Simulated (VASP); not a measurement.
Set up this calculation in VASP 6.6.1, as the native input.

| Item | Value |
| --- | --- |
| Task | relaxation of cell and atoms |
| Functional | LDA |
| Potentials or basis | VASP PAW LDA potentials, release 64 (N, B) |
| Cutoff | 600 eV |
| k mesh | 13 × 13 × 13 |
| Occupations | fermi-dirac, width 0.05 eV |
| Spin | no spin polarisation |
| Further INCAR settings | ALGO = Normal; EDIFF = 1e-07; IBRION = 2; EDIFFG = -0.01; NSW = 40; ISIF = 3 |

The structure of BN lies in POSCAR:

```
BN
1.0
    0.0000000000      1.8130010000      1.8130010000
    1.8130010000      0.0000000000      1.8130010000
    1.8130010000      1.8130010000      0.0000000000
N B
1 1
Direct
    0.2500000000      0.2500000000      0.2500000000
    0.0000000000      0.0000000000      0.0000000000
```

The cell is a database's computed one.

The input as run:

INCAR

```
ALGO = Normal ; EDIFF = 1E-7
EDIFFG = -0.01 ; ENCUT = 600
GGA = CA ; IBRION = 2
ISIF = 3 ; ISMEAR = -1
LASPH = T ; LCHARG = F
LREAL = F ; LWAVE = F
NELM = 100 ; NSW = 40
PREC = Accurate ; SIGMA = 0.05
```

KPOINTS

```
k-points
0
Gamma
  13 13 13
```

Potentials or basis: VASP PAW LDA potentials, release 64 (N, B).

The run is started by

```bash
$ cat potpaw_LDA.64/N/POTCAR potpaw_LDA.64/B/POTCAR > POTCAR
$ mpirun -np 1 vasp_std > vasp.out
```

Results of the run:

- Relaxed volume: 5.75 Å³/atom
- Relaxed cell: a = 2.533 Å, b = 2.533 Å, c = 2.533 Å, α = 60.00°, β = 60.00°, γ = 60.00°
- Space group after relaxing (to 0.05 Å): F-43m (No. 216)
- Energy gained by relaxing: 9.2 meV/atom
- Ionic steps: 3
- Pressure after relaxing: -0.1 GPa
- Band gap on the k mesh: 4.45 eV, indirect (least direct gap 8.81 eV)

Caveat: an odd mesh through Γ misses points on the zone boundary, where band edges often lie.

It took 9.7 s on 1 thread of AMD EPYC 9R45 96-Core Processor (Zen 5), with other jobs on the host, peak memory 0.09 GiB.
